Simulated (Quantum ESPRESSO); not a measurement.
**V under changes of volume**

One of the cells (13.891 Å³/atom); the others are scaled copies at fixed shape and fractional positions:

```
CELL_PARAMETERS angstrom
-1.51435 1.51435 1.51435
1.51435 -1.51435 1.51435
1.51435 1.51435 -1.51435
ATOMIC_POSITIONS crystal
V 0.00000 0.00000 0.00000
```

| Property | Result |
| --- | --- |
| Program | Quantum ESPRESSO 7.5 |
| Functional | PBE |
| Potentials or basis | SSSP 1.3 efficiency PBE |
| Cutoff | 748 eV |
| Density cutoff | 5987 eV |
| k mesh | 12 × 12 × 12 |
| Occupations | fermi-dirac, width 0.05 eV |
| Spin | collinear spin, ferromagnetic start |
| Starting moments | [2.0] μB |

```csv
volume (Å³/atom),energy over the lowest point (meV/atom),pressure (GPa)
13.058,6.10,5.6
13.336,0.00,1.5
13.613,0.58,-2.2
13.891,7.29,-5.5
14.169,19.63,-8.6
14.447,?,?
14.725,59.07,-13.8
```

What does the run at 14.447 Å³/atom give?

Energy over the lowest point 37.05 meV/atom; pressure -11.3 GPa.

Worked out: A Birch-Murnaghan fit of order 3 (a polynomial in V^(-2/3)) to the other rows has its minimum at 13.45 Å³/atom with B0 = V·E''(V) = 181 GPa and B' = 3.5. It gives 37.02 meV/atom at 14.447 Å³/atom, against the run's 37.05, and -dE/dV = -11.4 GPa, against -11.3.

Energies are extrapolated to zero smearing.
